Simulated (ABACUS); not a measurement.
Cs:

```
Cs
1.0
     0.00000    3.94834    3.94834
     3.94834    0.00000    3.94834
     3.94834    3.94834    0.00000
Cs
1
Direct
  0.00000 0.00000 0.00000
```

This isn't the form of Cs at room conditions, which is bcc.

```yaml
Program: ABACUS 3.10.1
Task: single point
Functional: PBE
Potentials_or_basis: PseudoDojo NC SR 0.4.1 PBE standard
Cutoff: 1361 eV
Density_cutoff: 5442 eV
Basis: DZP LCAO (the cutoffs set its grid)
k_mesh: 6 × 6 × 6
Occupations: fermi-dirac, width 0.05 eV
Spin: no spin polarisation
```

On this cell: pressure -0.4 GPa; band gap on the k mesh none (metal or under the smearing width).

The same run follows on a disturbed copy (cell strained at random at fixed volume):

```
Cs
1.0
    -0.08302    3.90916    3.94833
     3.89277   -0.06126    3.92656
     3.90271    3.89733   -0.07120
Cs
1
Cartesian
  0.0231 -0.0018 0.0548
```

Question: What does the disturbed cell give?

Answer: The energy (extrapolated to zero smearing) moves by +0.4 meV/atom; pressure -0.4 GPa; band gap on the k mesh none (metal or under the smearing width).

Caveats: the atomic orbitals were generated for these runs and aren't a published set; the basis of atomic orbitals isn't converged, which shifts pressures, moduli and gaps.
